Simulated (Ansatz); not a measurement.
**Ti: single point with PBE**

The system is Ti.

```
Ti
1.0
     0.00000    2.03000    2.03000
     2.03000    0.00000    2.03000
     2.03000    2.03000    0.00000
Ti
1
Direct
  0.00000 0.00000 0.00000
```

This isn't the form of Ti at room conditions, which is hcp.

```yaml
Program: Ansatz 0.2.0
Task: single point
Functional: PBE
Potentials_or_basis: Ansatz PAW
Cutoff: "420 eV (not typed: the program's choice for these potentials)"
k_mesh: 11 × 11 × 11
Occupations: gaussian, width 0.015 eV
Spin: no spin polarisation
```

| Property | Result |
| --- | --- |
| Pressure | 3.8 GPa |
| Band gap on the k mesh | none (metal or under the smearing width) |

Levels at points of the mesh, in eV from the Fermi level:
```tsv
k point	band 2	band 3	band 4	band 5	band 6	band 7	band 8	band 9	band 10
(0.00, 0.00, 0.00)	-32.38	-32.38	-32.38	-6.13	0.94	0.94	0.94	2.67	2.67
```

Wall time 0.53 s on 2 threads of Arm Neoverse V1 (shared host), peak memory 0.26 GiB.
